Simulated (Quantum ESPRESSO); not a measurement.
FeO:

```
Fe O
1.0
     1.51768    0.87623    2.51579
    -1.51768    0.87623    2.51579
     0.00000   -1.75247    2.51579
Fe O
1 1
Direct
  0.00000 0.00000 0.00000
  0.50000 0.50000 0.50000
```

Base run:

```yaml
Program: Quantum ESPRESSO 7.5
Functional: PBE
Potentials_or_basis: GBRV 1.5 PBE
Cutoff: 762 eV
Density_cutoff: 6095 eV
k_mesh: 8 × 8 × 8
Occupations: gaussian, width 0.05 eV
Spin: collinear spin, ferromagnetic start
Starting_moments: "[4.0, 0.0] μB"
Hubbard_terms: Fe d U = 6 eV
```

Its results: band gap on the k mesh none (metal or under the smearing width); pressure 6.9 GPa; net moment 4.00 μB per cell; site moments Fe +3.61; O +0.20 μB.

**Question.** After a change of settings the same cell gave: band gap on the k mesh none (metal or under the smearing width); pressure 3.2 GPa; net moment 4.00 μB per cell; site moments Fe +3.55; O +0.26 μB. Which change was it?
A. potentials or basis from GBRV 1.5 PBE to JTH 2.0 PBE; cutoff from 762 eV to 735 eV; density cutoff from 6095 eV to 4408 eV; hubbard terms from Fe d U = 6 eV to none
B. hubbard terms from Fe d U = 6 eV to Fe d U = 3 eV
C. hubbard terms from Fe d U = 6 eV to Fe d U = 2 eV

**Answer.** B.

Caveats: a cell with one magnetic atom can't hold antiferromagnetic order, which such compounds often take.
